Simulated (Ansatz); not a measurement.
# Ir (diamond type): how the settings move a single-point run

How sensitive is a single-point run of Ir (diamond type) to its settings? A reference run comes first, then one run with altered input.

Method: reference: DFT, PBE, all-electron LAPW, scalar-relativistic, in Ansatz 0.2.0.

**1. Starting point**

Symmetry: Fd-3m, No. 227, cubic system. The conventional cell has a = 4.643 Å, b = 4.643 Å, c = 4.643 Å, α = 90.00°, β = 90.00°, γ = 90.00°. Around Ir (site symmetry -43m) lie 4 Ir at 2.01 Å.

Structure file:

```
CELL_PARAMETERS angstrom
0.00000 2.32146 2.32146
2.32146 0.00000 2.32146
2.32146 2.32146 0.00000
ATOMIC_POSITIONS crystal
Ir 0.87500 0.87500 0.87500
Ir 0.12500 0.12500 0.12500
```

**2. Reference**

The input, input.yaml:

```yaml
crystal:
  lattice:
    - [0.0, 2.3214577007, 2.3214577007]
    - [2.3214577007, 0.0, 2.3214577007]
    - [2.3214577007, 2.3214577007, 0.0]
  atoms:
    - { symbol: Ir, position: [-0.125, -0.125, -0.125] }
    - { symbol: Ir, position: [0.125, 0.125, 0.125] }
kpoints:
  mp_grid: { grid: [14, 14, 14] }
scf:
  occupations: { method: fermi_dirac, width: 0.05 }
hamiltonian:
  xc: pbe
  pseudopotentials: { kind: all_electron, lapw: { basis_error: 0.001 } }
output:
  forces: true
  stress: true
  eigenvalues: true
  populations: true
```

Launch:

```sh
$ ansatz run input.yaml --threads 1 --pin off --max-ram 2048MiB --backend cpu --events-out ev --progress --plain --runs-dir out
```

**3. Changing settings: hubbard.sites [{species: Ir, l: d, u_eff: 6.0}], hubbard.double_counting amf**

input.yaml: that of step 2 with these lines changed.

```diff
@@ -15,2 +15,3 @@
   pseudopotentials: { kind: all_electron, lapw: { basis_error: 0.001 } }
+  hubbard: { sites: [{ species: Ir, l: d, u_eff: 6.0 }], double_counting: amf }
 output:
```

Before running it: what results should come out? Wanted: for each run, ending; energy change; pressure; gap; force.

The runs gave:

```
                                                                            run     ending                                                    energy change  pressure (GPa)  gap (eV)  force (eV/Å)  cycles  time
                                                                      reference  converged                                                                0           364.2      0.00          0.00       7  74 s
1: hubbard.sites [{species: Ir, l: d, u_eff: 6.0}], hubbard.double_counting amf  converged  -15.8 meV/atom (Hubbard term changed: no physical gain or loss)           364.8      0.00          0.00       7  83 s
```

Residual by cycle in the longest SCF loop of each run; runs are numbered as in the table. The quantity is the density residual dr2, in eV.

```
cycle  reference    run 1
    1      0.685    0.685
    2    0.00604  0.00796
    3     2.2e-4   3.7e-4
    4     6.2e-5   1.0e-4
    5     3.9e-6   6.4e-6
    6     9.5e-8   2.0e-7
    7    8.7e-10   2.2e-9
```

Changing the Hubbard U and double counting of the Hubbard term moves the energy by -15.8 meV/atom, and the pressure goes from 364.2 to 364.8 GPa. The U term adds an energy of its own, so the shift says nothing about which run is better. A changed U is a change of model: its shifts are not errors of convergence. The structure is not at rest: the sound run finds 364 GPa, so these are no properties of the relaxed crystal. 
